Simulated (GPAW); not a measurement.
Crystal: PbF2 (Fluorocronite).

```
Pb F
1.0
     0.00000    2.96366    2.96366
     2.96366    0.00000    2.96366
     2.96366    2.96366    0.00000
Pb F
1 2
Cartesian
  0.0000 0.0000 0.0000
  4.4455 4.4455 4.4455
  1.4818 1.4818 1.4818
```

| Quantity | Value |
| --- | --- |
| Program | GPAW 26.7.0 |
| Task | single point |
| Functional | PBE |
| Potentials or basis | GPAW PAW data sets (gpaw-data 1.2.1) |
| Cutoff | 800 eV |
| Basis | pw |
| k mesh | 8 × 8 × 8 |
| Occupations | fermi-dirac, width 0.05 eV |
| Spin | no spin polarisation |

On this cell: pressure 1.3 GPa; largest force zero by symmetry; band gap on the k mesh 4.35 eV, indirect (least direct gap 4.49 eV).

The same run follows on a disturbed copy (atoms moved at random, drawn with an rms of 0.05 Å):

```xyz
3
Lattice="0.0000 2.9637 2.9637 2.9637 0.0000 2.9637 2.9637 2.9637 0.0000" Properties=species:S:1:pos:R:3 pbc="T T T"
Pb    0.0054   -0.0460   -0.0529
F     4.4571    4.4806    4.4317
F     1.4577    1.5037    1.5258
```

What does the disturbed cell give?

The energy moves by +4.4 meV/atom; pressure 1.6 GPa; largest force 0.216 eV/Å; band gap on the k mesh 4.32 eV, indirect (least direct gap 4.49 eV).

Forces on the atoms (eV/Å):
```
Pb  -0.030  0.122  0.111
F   -0.078 -0.080  0.073
F    0.108 -0.041 -0.183
```

Stress tensor (GPa, compression positive):
```
 1.57 -0.53  0.07
-0.53  1.61  0.44
 0.07  0.44  1.63
```

Caveats: spin-orbit coupling is left out, which as a rule narrows the gap of such compounds by several tenths of an eV.

A k mesh can miss the band edges.
